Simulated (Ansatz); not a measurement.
# Cutoff convergence: KBr

System: KBr (rock salt type, first atom moved by 0.06 Å along [111]), 2 atoms in the cell.

```xyz
2
Lattice="0.0000 3.3500 3.3500 3.3500 0.0000 3.3500 3.3500 3.3500 0.0000" Properties=species:S:1:pos:R:3 pbc="T T T"
K     0.0346    0.0346    0.0346
Br    3.3500    3.3500    3.3500
```

These are results of HSE06, plane waves, PAW datasets (generated soft set 1) in Ansatz 0.2.0 development build, not measurements.

Exchange singularity: Wigner-Seitz; k-mesh 4×4×4 Γ-centred; Fermi–Dirac smearing of 0.05 eV; no spin polarisation.

Cutoffs run: 280, 300, 320, 340, 380, 420, 480, 560 eV. At 560 eV the pressure at a fixed basis is -0.19 GPa and the rms force 0.059 eV/Å.

From which of these cutoffs on do the forces lie within 20 meV/Å (rms) of the highest one?

Even the lowest tried, 280 eV, does.

What pressure at a fixed basis does the 280 eV run show?

-1.52 GPa. An incomplete basis pulls the printed pressure down.

Give the whole series.


| cutoff (eV) | E − E(top) (meV/atom) | pressure at fixed basis (GPa) | corrected pressure (GPa) | rms force change (meV/Å) |
| --- | --- | --- | --- | --- |
| 280 | 40.0 | -1.52 | -0.16 | 0.3 |
| 300 | 16.8 | -0.80 | -0.18 | 0.5 |
| 320 | 7.3 | -0.45 | -0.18 | 0.3 |
| 340 | 3.4 | -0.29 | -0.19 | 0.2 |
| 380 | 1.5 | -0.21 | -0.19 | 0.0 |
| 420 | 0.9 | -0.20 | -0.19 | 0.1 |
| 480 | 0.2 | -0.20 | -0.19 | 0.1 |
| 560 | 0.0 | -0.19 | -0.19 | 0.0 |
